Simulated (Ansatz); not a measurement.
## In_Ga in Ga2O3 (R-3c): charge-transition levels and formation energies

Wanted: the transition levels of a substitutional impurity in Ga2O3 (R-3c), from a cell of 80 host atoms with 1 Ga taken out and 1 In put in.

Method: place-levels on PBEsol runs: charge-transition levels and formation energies with image-charge correction and potential alignment at the atomic sites, in Ansatz 0.2.0.

**1. Starting point**

The cell holds 80 atoms: 31 Ga, 48 O and 1 In. Cell: a = 10.664 Å, b = 10.664 Å, c = 10.664 Å, α = 55.9°, β = 55.9°, γ = 55.9°. It derives from Ga2O3 (space group R-3c). Nearest the centre at fractional (0.572, 0.572, 0.572): In73 at 0.00 Å, O35 at 1.93 Å, O66 at 1.93 Å, O57 at 1.93 Å, O68 at 2.08 Å, O60 at 2.08 Å, O39 at 2.08 Å, Ga74 at 2.84 Å.

Structure file:

```xyz
80
Lattice="5.0005 2.8870 8.9651 -5.0005 2.8870 8.9651 0.0000 -5.7741 8.9651" Properties=species:S:1:pos:R:3 pbc="T T T"
Ga    0.0000    0.0000   11.5073
Ga    0.0000    0.0000    8.6642
Ga    0.0000    0.0000    1.9403
Ga    0.0000    0.0000    4.7835
O     0.7571    1.5757    5.6032
O     0.9861   -1.4435    5.6032
O    -1.7432   -0.1322    5.6032
O    -0.7571   -1.5757    7.8445
O     1.7432    0.1322    7.8445
O    -0.9861    1.4435    7.8445
Ga    0.0000   -2.8870   15.9899
Ga    0.0000   -2.8870   13.1467
Ga    0.0000   -2.8870    6.4229
Ga    0.0000   -2.8870    9.2661
O     0.7571   -1.3113   10.0857
O     0.9861   -4.3306   10.0857
O    -1.7432   -3.0192   10.0857
O    -0.7571   -4.4628   12.3270
O     1.7432   -2.7548   12.3270
O    -0.9861   -1.4435   12.3270
Ga   -2.5002    1.4435   15.9899
Ga   -2.5002    1.4435   13.1467
Ga   -2.5002    1.4435    6.4229
Ga   -2.5002    1.4435    9.2661
O    -1.7432    3.0192   10.0857
O    -1.5142    0.0000   10.0857
O    -4.2434    1.3113   10.0857
O    -3.2573   -0.1322   12.3270
O    -0.7571    1.5757   12.3270
O    -3.4863    2.8870   12.3270
Ga   -2.5002   -1.4435   20.4724
Ga   -2.5002   -1.4435   17.6293
Ga   -2.5002   -1.4435   10.9054
Ga   -2.5002   -1.4435   13.7486
O    -1.7432    0.1322   14.5683
O    -1.5142   -2.8870   14.5683
O    -4.2434   -1.5757   14.5683
O    -3.2573   -3.0192   16.8096
O    -0.7571   -1.3113   16.8096
O    -3.4863    0.0000   16.8096
Ga    2.5002    1.4435   15.9899
Ga    2.5002    1.4435   13.1467
Ga    2.5002    1.4435    6.4229
Ga    2.5002    1.4435    9.2661
O     3.2573    3.0192   10.0857
O     3.4863    0.0000   10.0857
O     0.7571    1.3113   10.0857
O     1.7432   -0.1322   12.3270
O     4.2434    1.5757   12.3270
O     1.5142    2.8870   12.3270
Ga    2.5002   -1.4435   20.4724
Ga    2.5002   -1.4435   17.6293
Ga    2.5002   -1.4435   10.9054
Ga    2.5002   -1.4435   13.7486
O     3.2573    0.1322   14.5683
O     3.4863   -2.8870   14.5683
O     0.7571   -1.5757   14.5683
O     1.7432   -3.0192   16.8096
O     4.2434   -1.3113   16.8096
O     1.5142    0.0000   16.8096
Ga    0.0000    2.8870   20.4724
Ga    0.0000    2.8870   17.6293
Ga    0.0000    2.8870   10.9054
Ga    0.0000    2.8870   13.7486
O     0.7571    4.4628   14.5683
O     0.9861    1.4435   14.5683
O    -1.7432    2.7548   14.5683
O    -0.7571    1.3113   16.8096
O     1.7432    3.0192   16.8096
O    -0.9861    4.3306   16.8096
Ga    0.0000    0.0000   24.9550
Ga    0.0000    0.0000   22.1118
In    0.0000    0.0000   15.3880
Ga    0.0000    0.0000   18.2312
O     0.7571    1.5757   19.0508
O     0.9861   -1.4435   19.0508
O    -1.7432   -0.1322   19.0508
O    -0.7571   -1.5757   21.2921
O     1.7432    0.1322   21.2921
O    -0.9861    1.4435   21.2921
```

Known beforehand: the electronic dielectric constant, (4.48, 4.48, 4.35), and the static one, (13.06, 13.06, 18.86), from a response run on this crystal (DFPT, PBEsol) at that run's own cell.

The cell's shortest repeat is 10.0 Å.

**2. What was run first**

A transition level is the Fermi level at which two charge states cost the same, so each charge needs its own total energy, at its own relaxed structure.

Each atom starts 0.05 Å or so off its site in a random direction: a symmetric start keeps its symmetry, and would miss off-centre moves and Jahn–Teller distortions. Forces are taken at one point at (¼, ¼, ¼). The cell holds 1 electron more than the neutral one, with a uniform background that keeps it neutral on the whole. The electron count is odd, so at least one spin is unpaired; this run locks the moment at 1 μB.

The sampling was tested on the host first: at the k-points planned (1x1x1 shifted 0.25 0.25 0.25) its energy lies 0.008 eV an atom from the dense-mesh value, under the bound of 0.02 eV set for this test; that bounds the host's error, not the defect's.

One state's input; the others differ in charge, spin, start and seed, and in occupations where the table says so.

Input file qm1_M1.relax/input.yaml:

```yaml
crystal:
  lattice:
    - [2.50024695, 1.44351827, 4.48255119]
    - [-2.50024695, 1.44351827, 4.48255119]
    - [0.0, -2.88703649, 4.48255121]
  atoms:
    - { symbol: Ga, position: [0.85571286, 0.85571286, 0.85571286] }
    - { symbol: Ga, position: [0.64428714, 0.64428714, 0.64428714] }
    - { symbol: Ga, position: [0.14428714, 0.14428714, 0.14428714] }
    - { symbol: Ga, position: [0.35571286, 0.35571286, 0.35571286] }
    - { symbol: O, position: [0.75, 0.44719662, 0.05280338] }
    - { symbol: O, position: [0.44719662, 0.05280338, 0.75] }
    - { symbol: O, position: [0.05280338, 0.75, 0.44719662] }
    - { symbol: O, position: [0.25, 0.55280338, 0.94719662] }
    - { symbol: O, position: [0.94719662, 0.25, 0.55280338] }
    - { symbol: O, position: [0.55280338, 0.94719662, 0.25] }
  supercell: [2, 2, 2]
  defects: [{ substitution: { at: 72, symbol: In } }]
total_charge: -1
basis:
  ecutwfc: 420
  xc_grid: 2
hamiltonian:
  xc: pbesol
kpoints:
  mp_grid: { grid: [1, 1, 1], shift: [0.25, 0.25, 0.25] }
magnetization:
  spin_polarized: true
  initial_magnetization: 1
  spin_locking: { lock_magnetization: hard }
scf:
  occupations: { method: fixed }
  max_iter: 80
output:
  forces: true
  charged_corrections:
    epsilon: [4.48, 4.48, 4.35]
    static_epsilon: [13.06, 13.06, 18.86]
relax:
  f_tol: 0.02
  max_steps: 80
  random_displacement: { amplitude: 0.05, seed: 1023 }
checkpoint:
  write: "../qm1_M1.relax.run"
  compress: false
  write_wavefunctions: true
  write_every: 100000
```

Command:

```console
$ ansatz run input.yaml --threads 8 --pin off --max-ram 22609MiB --backend cpu --events-out ev --progress --plain --runs-dir out
```

Defect states can disperse in a cell of this size, so the energy is taken again at a 2×2×2 shifted mesh, on the relaxed structure.

The run of this state that the levels use, under PBEsol:

Input file qm1_M1.point/input.yaml:

```yaml
crystal:
  checkpoint: "../qm1_M1.relax.run"
  host: checkpoint
total_charge: -1
basis:
  ecutwfc: 420
  xc_grid: 2
hamiltonian:
  xc: pbesol
kpoints:
  mp_grid: { grid: [2, 2, 2], shift: [0.5, 0.5, 0.5] }
magnetization:
  spin_polarized: true
  initial_magnetization: 1
  spin_locking: { lock_magnetization: hard }
scf:
  occupations: { method: fermi_dirac, width: 0.01 }
  max_iter: 80
output:
  forces: true
  eigenvalues: true
  charged_corrections:
    epsilon: [4.48, 4.48, 4.35]
    static_epsilon: [13.06, 13.06, 18.86]
    defect_position: [0.572144, 0.572144, 0.572144]
  eigenstates: { localisation: true }
  populations: true
  efg: {}
  band_densities: [{ bands: [v1, v1] }, { bands: [c1, c1] }]
  write_density: true
  write_potential: true
  volumetric_format: npy
checkpoint:
  read: "../qm1_M1.relax.run"
  write: "../qm1_M1.point.run"
  compress: false
  write_wavefunctions: false
  write_every: 100000
```

Relaxations under PBEsol at one point at (¼, ¼, ¼); times on 8 threads of Arm Neoverse V2, shared host:

```tsv
charge	moment (μB)	occupations	outcome	steps	largest displacement against the far atoms (Å)	time
−1	1	fixed	converged	5	0.16	2.1 min
0	0	fixed	converged	5	0.16	60 s
+1	1	fixed	not converged	-	-	2.7 min
+1	1	fermi-dirac	converged	5	0.15	3.9 min
```

Single points under PBEsol at a 2×2×2 shifted mesh; times on 8 threads of Arm Neoverse V2, shared host:

```tsv
charge	moment (μB)	occupations	outcome	time
−1	1	fermi-dirac	converged	3.5 min
0	0	fermi-dirac	converged	90 s
+1	1	fermi-dirac	converged	4.1 min
```

Distances (Å) from In73 to the nearest atoms after relaxation with PBEsol:

```tsv
charge	moment (μB)	1.	2.	3.	4.	5.	6.
−1	1	O 2.06	O 2.06	O 2.06	O 2.21	O 2.21	O 2.21
0	0	O 2.06	O 2.06	O 2.06	O 2.21	O 2.21	O 2.21
+1	1	O 2.06	O 2.06	O 2.06	O 2.20	O 2.20	O 2.20
```

**3. place-levels, PBEsol**

A charged cell interacts with its images and the background, and its potential has another zero than the host's. place-levels removes the first by a point-charge model, screened by the static dielectric constant since the ions have relaxed around the charge, and the second by comparing potentials at atoms far from the defect.

The host is a run of the defect-free crystal in the same cutoffs, grids and k-points, so that basis and sampling errors cancel in part in the differences. The host is run in a cell of 10 atoms on a matching mesh. Its band edges are searched through the zone by a band path, so the gap is smaller than, or equal to, that on the mesh. Chemical potentials are energies per atom of Ga (alpha-Ga (Cmce)) and In (body-centred tetragonal), run with the same functional and cutoff.

Input file levels.point.yaml:

```yaml
host:
  run: host.point.run
states: [qm1_M1.point.run, q0.point.run, qp1_M1.point.run]
geometry_from:
  qm1_M1.point.run: qm1_M1.relax.run
  q0.point.run: q0.relax.run
  qp1_M1.point.run: qp1_M1.relax_smeared.run
  host.point.run: host.relax.run
chemical_potentials:
  Ga:
    energy: -3743.200989
    dataset: "<sha256 of the dataset>"
  In:
    energy: -5525.408991
    dataset: "<sha256 of the dataset>"
epsilon: [4.48, 4.48, 4.35]
static_epsilon: [13.06, 13.06, 18.86]
vertical:
  - { from: qm1_M1.point.run, to: qm1_M1.point_neutral.run }
  - { from: qp1_M1.point.run, to: qp1_M1.point_neutral.run }
```

Command:

```console
$ ansatz place-levels levels.point.yaml -- --threads 8 --pin off --max-ram 22609MiB
```

Numbers of over 12 decimals in the logs are rounded to 6 here.

The program printed:

```text
[... repeated set-up lines and file paths are left out, and long positions are rounded to six places ...]
(+1/0) 0.000 eV above the valence edge (-0.157 eV without the band-filling correction), 2.698 eV under the conduction edge
(0/-1) 2.705 eV above the valence edge (+4.054 eV without the band-filling correction), in the conduction band
formation energy of charge +1: +1.256 eV with the Fermi level at the valence edge
formation energy of charge 0: +1.256 eV with the Fermi level at the valence edge
formation energy of charge -1: +3.962 eV with the Fermi level at the valence edge
vertical -1 to 0: no energy, since no alignment is typed
  the change from vertical[0].from (qm1_M1.point.run) to vertical[0].to (qm1_M1.point_neutral.run): by its potential at epsilon [4.48, 4.48, 4.35] it stands at 0.558 0.558 0.558, with an rms radius of about 6.0 Å (3.5 3.5 3.5 Å across the planes of the cell's [...]
vertical +1 to 0: no energy, since no alignment is typed
  the change from vertical[1].from (qp1_M1.point.run) to vertical[1].to (qp1_M1.point_neutral.run): by its potential at epsilon [4.48, 4.48, 4.35] it stands at 0.517 0.518 0.516, with an rms radius of about 4.3 Å (2.5 2.5 2.5 Å across the planes of the cell's [...]
  edges by pbesol, gap 2.698 eV; the host is sampled to repeats of 20.00 Å
  the defect's cells are sampled to repeats of 20.00 Å, like sampling
  charge +1: -148523.8336 eV with its correction of +0.232 eV, at epsilon [13.06, 13.06, 18.86], aligned at sites: +0.0787 eV, mean over 29 atomic sites at or beyond 5.00 Å from the defect at [0.5721, 0.5721, 0.5721], with +0.000000 for the charge's moments [...]
  states[2] (qp1_M1.point.run): levels filled in part (TS 0.008 eV): its energy is of no whole electron's
  charge 0: +0.000 eV for its dipole among its images, +0.000 omitted
  charge -1: -148501.9494 eV with its correction of -0.032 eV, at epsilon [13.06, 13.06, 18.86], aligned at sites: +0.1856 eV, mean over 29 atomic sites at or beyond 5.00 Å from the defect at [0.5721, 0.5721, 0.5721], with +0.000000 for the charge's moments [...]
  of states[2] (qp1_M1.point.run): it parts from the run at its places by a charge that spreads by about 2.5 Å along one vector (1.4 Å or more is wide), by its potential at epsilon [4.48, 4.48, 4.35], taken for that of held ions (one typed too small widens [...]
  of states[0] (qm1_M1.point.run): it parts from the run at its places by a charge that spreads by about 3.5 Å along one vector (1.4 Å or more is wide), by its potential at epsilon [4.48, 4.48, 4.35], taken for that of held ions (one typed too small widens [...]
  of vertical[0].from (qm1_M1.point.run): its moments are held at its close (magnetization.spin_locking), by a field of 0.520 eV a Bohr magneton, and its energy and levels are of the state that this holds: a run that lets them go can end lower; [...]
  vertical[1].from (qp1_M1.point.run): levels filled in part (TS 0.008 eV): its energy is of no whole electron's
  of vertical[1].from (qp1_M1.point.run): it parts from the run at its places by a charge that spreads by about 2.5 Å along one vector (1.4 Å or more is wide), by its potential at epsilon [4.48, 4.48, 4.35], taken for that of held ions (one typed too small [...]
```

The job ended after 0.55 s (8 threads of Arm Neoverse V2, shared host).

Under PBEsol the gap is 2.70 eV, (+1/0) 0.00 (with band filling), (0/−1) 2.71 (outside the gap) (with band filling) eV.

Levels between the charges placed, in eV above the valence top:

```tsv
	gap (eV)	(+1/0)	(0/−1)
PBEsol	2.70	0.00	2.71
```

Corrections by state:

```tsv
charge	moment (μB)	image terms and alignment (eV)	band filling (eV)	ε used	over the lowest of its charge, as the program ranks them, band filling apart (eV)
+1	1.0	0.232	-0.157	principal values (13.06, 13.06, 18.86)	0.000
0	0.0	0.000	-	-	0.000
−1	1.0	-0.032	-1.348	principal values (13.06, 13.06, 18.86)	0.000
```

The charged structures listed were also run neutral, and place-levels reads from each pair, by the potential or the spins, how wide the charge is by which they differ; that can be the carrier of either run.

```tsv
charge	rms radius (Å)	spread where it is widest against the cell (Å)	wide from (Å)	reading
+1	4.3	2.49	1.43	wide
−1	6.0	3.48	1.43	wide
```

The neutral runs of these pairs need not share the spin of the lowest neutral state, and very wide values only mean spread over the cell.

From the program's caveats on the states, each cut to its opening words:

- charge +1 (1 μB): it parts from the run at its places by a charge that spreads by about 2.5 Å along one vector (1.4 Å or more is wide), by its potential at epsilon [4.48, 4.48, [...]
- charge +1 (1 μB): a band-filling correction moves a carrier to the host's band edge, which changes its energy by -0.157 eV
- charge −1 (1 μB): it parts from the run at its places by a charge that spreads by about 3.5 Å along one vector (1.4 Å or more is wide), by its potential at epsilon [4.48, 4.48, [...]
- charge −1 (1 μB): a band-filling correction moves a carrier to the host's band edge, which changes its energy by -1.348 eV
- charge −1 (1 μB): its moments are held at its close (magnetization.spin_locking), by a field of 0.520 eV a Bohr magneton, and its energy and levels are of the state that this [...]

The host's formation energy from the elements is -1.926 eV per atom; it sets how far the chemical potentials can move.

Formation energies (eV), Ga-rich (Δμ(Ga) = 0.00 eV, Δμ(O) = -3.21 eV, Δμ(In) = 0.00 eV):

```tsv
charge	Fermi level at the valence top	at the conduction bottom
+1	1.26	3.95
0	1.26	1.26
−1	3.96	1.26
```

Formation energies (eV), O-rich (Δμ(O) = 0.00 eV, Δμ(Ga) = -4.81 eV, Δμ(In) = 0.00 eV):

```tsv
charge	Fermi level at the valence top	at the conduction bottom
+1	-3.56	-0.86
0	-3.56	-3.56
−1	-0.85	-3.55
```

**4. Placing the levels, r2SCAN**

r2SCAN on the same structure is run to see how far the result rests on the functional, though not on the errors that semilocal functionals share; the sampling changes too, to one point at (¼, ¼, ¼), so differences hold both changes.

Input file qm1_M1.r2scan/input.yaml:

```yaml
crystal:
  checkpoint: "../qm1_M1.relax.run"
  host: checkpoint
total_charge: -1
basis:
  ecutwfc: 500
  xc_grid: 2
hamiltonian:
  xc: r2scan
kpoints:
  mp_grid: { grid: [1, 1, 1], shift: [0.25, 0.25, 0.25] }
magnetization:
  spin_polarized: true
  initial_magnetization: 1
  spin_locking: { lock_magnetization: hard }
scf:
  occupations: { method: fermi_dirac, width: 0.01 }
  max_iter: 80
output:
  forces: true
  eigenvalues: true
  charged_corrections:
    epsilon: [4.48, 4.48, 4.35]
    static_epsilon: [13.06, 13.06, 18.86]
    defect_position: [0.572144, 0.572144, 0.572144]
checkpoint:
  write: "../qm1_M1.r2scan.run"
  compress: false
  write_wavefunctions: false
  write_every: 100000
```

Run time: 87 s. Hardware: 8 threads; peak memory 4.6 GiB; 9.7 min of CPU time.

Input file levels.r2scan.yaml:

```yaml
host:
  run: host.r2scan.run
states: [qm1_M1.r2scan.run, q0.r2scan.run, qp1_M1.r2scan.run]
geometry_from:
  qm1_M1.r2scan.run: qm1_M1.relax.run
  q0.r2scan.run: q0.relax.run
  qp1_M1.r2scan.run: qp1_M1.relax_smeared.run
  host.r2scan.run: host.relax.run
chemical_potentials:
  Ga:
    energy: -3790.266927
    dataset: "<sha256 of the dataset>"
  In:
    energy: -5611.820794
    dataset: "<sha256 of the dataset>"
```

Command:

```console
$ ansatz place-levels levels.r2scan.yaml -- --threads 8 --pin off --max-ram 22609MiB
```

The program printed:

```text
(+1/0) 0.001 eV beneath the valence edge (-0.175 eV without the band-filling correction), in the valence band
[...]
formation energy of charge +1: +1.091 eV with the Fermi level at the valence edge
formation energy of charge 0: +1.090 eV with the Fermi level at the valence edge
formation energy of charge -1: +4.574 eV with the Fermi level at the valence edge
  edges by r2scan, gap 3.464 eV; the host is sampled to repeats of 10.00 Å
[... the lines on each state left out ...]
```

The job ended after 0.22 s (8 threads).

Under r2SCAN the gap is 3.46 eV, (+1/0) 0.00 (with band filling), (0/−1) 3.48 (outside the gap) (with band filling) eV; the stage before (PBEsol, at other k-points) gave a gap of 2.70 eV and levels within 0.78 eV of these.

**5. Cost and result**

Levels between neighbouring charges, in eV above each run's own valence top:

```tsv
	gap (eV)	(+1/0)	(0/−1)	CPU time a state at this stage (restarts are quicker than cold starts)
PBEsol, 2×2×2 shifted mesh	2.70	0.00	2.71	21 min
r2SCAN on PBEsol structures, (¼, ¼, ¼)	3.46	0.00	3.48	8.6 min
```

**6. What came out**

```
gap of the host                                                          : 2.70 eV (PBEsol)
level (plus 1/0)                                                         : 0.00 eV above the valence top (-0.16 eV above the valence top without the band-filling term)
level (0/minus 1)                                                        : 2.71 eV above the valence top, past the conduction bottom (4.05 eV above the valence top without the band-filling term)
lowest of the charges placed, just above the valence top (0.02 eV)       : 0
lowest of the charges placed, just below the conduction bottom (0.02 eV) : 0
lowest formation energy at mid-gap of the charges run, Ga-rich           : 1.26 eV
lowest formation energy at mid-gap of the charges run, O-rich            : -3.56 eV
```

Of the charges placed (−1, 0 and +1), 0 is the lowest from 0.02 eV above the valence top to 0.02 eV below the conduction bottom, a gap of 2.70 eV. States placed: +1 at 1 μB; 0 at 0 μB; −1 at 1 μB. Other spin states or structures, where not listed, weren't placed. The program finds carriers beyond a band edge of the host and adds a band-filling term at charge −1 (-1.35 eV) and +1 (-0.16 eV); steps to such a charge show no bound level, and a defect level inside a band would be read the same way. In is taken at its element; compounds, which aren't counted here, bound the chemical potentials and would shift these formation energies. The lowest formation energy (O-rich) is negative across the gap, so the defect would form by itself: these chemical potentials lie beyond what competing compounds allow, or the host is unstable against it. What this leaves open: PBEsol makes the gap too small and tends to spread out bound carriers; where a gas molecule sets a chemical potential or the host's formation energy, its binding is uncorrected; spin–orbit coupling, which can matter with heavy atoms, is left out.

[Logs are printed without paths, hosts, clocks, repeated set-up lines and the standing remarks that a program may print on its own settings, such as how far it seeks lower states.]

[Hosts, paths, dates, database ids (printed as entryN), source tags and the programs' standing remarks are cut or masked in the printed files.]

[Where a table of states has a column of steps, it counts the stored structures, which are thinned; the runs took as many ionic steps or more.]

[A defect's name tells the site on which it was built; relaxed atoms can leave that site.]

[For some hosts the program warned that the k-mesh of the response run may be too coarse for force constants and the static dielectric constant; such warnings are not shown here.]
